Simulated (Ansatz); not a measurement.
**Al2O3 (Corundum) under changes of volume**

One of the cells (8.502 Å³/atom); the others are scaled copies at fixed shape and fractional positions:

```
CELL_PARAMETERS angstrom
2.38025 1.37424 4.33187
-2.38025 1.37424 4.33187
0.00000 -2.74848 4.33187
ATOMIC_POSITIONS crystal
Al 0.85216 0.85216 0.85216
Al 0.64784 0.64784 0.64784
Al 0.14784 0.14784 0.14784
Al 0.35216 0.35216 0.35216
O 0.05668 0.75000 0.44332
O 0.75000 0.44332 0.05668
O 0.44332 0.05668 0.75000
O 0.94332 0.25000 0.55668
O 0.25000 0.55668 0.94332
O 0.55668 0.94332 0.25000
```

| Property | Result |
| --- | --- |
| Program | Ansatz 0.2.0 |
| Functional | r2SCAN |
| Dispersion | D3(BJ) |
| Potentials or basis | Ansatz PAW |
| Cutoff | 500 eV (not typed: the program's choice for these potentials) |
| k mesh | 7 × 7 × 7 |
| Occupations | fermi-dirac, width 0.05 eV |
| Spin | no spin polarisation |

```tsv
volume (Å³/atom)	energy over the lowest point (meV/atom)	pressure (GPa)	gap on the mesh (eV)	largest force (eV/Å)
7.992	?	?	?	?
8.162	6.53	8.9	7.65	0.095
8.332	0.30	3.0	7.38	0.077
8.502	0.00	-2.3	7.11	0.061
8.672	5.06	-7.1	6.86	0.064
8.842	14.97	-11.5	6.61	0.082
9.012	29.28	-15.4	6.37	0.099
```

What does the run at 7.992 Å³/atom give?

Energy over the lowest point 19.31 meV/atom; pressure 15.3 GPa; gap on the mesh 7.93 eV; largest force 0.115 eV/Å.

Worked out: A Birch-Murnaghan fit of order 3 (a polynomial in V^(-2/3)) to the other rows has its minimum at 8.43 Å³/atom with B0 = V·E''(V) = 262 GPa and B' = 4.0 at fixed shape and positions, which overstates the stiffness. It gives 19.31 meV/atom at 7.992 Å³/atom, against the run's 19.31, and -dE/dV = 15.3 GPa, against 15.3. A straight line through the other rows of the gap, of slope -12.9 eV per unit of ln V (its deformation potential), extrapolates to 7.92 eV, against the run's 7.93.

Energies are extrapolated to zero smearing.

Caveats: odd divisions of the mesh miss points on the zone boundary, where band edges often lie, so the gap on the mesh can be too wide; the PAW data sets come from PBE, with cores solved anew for the run's functional, which leaves a small shift of forces and pressure; the dispersion damping was fitted for another functional or another form of the correction.

A mesh can miss the band edges.
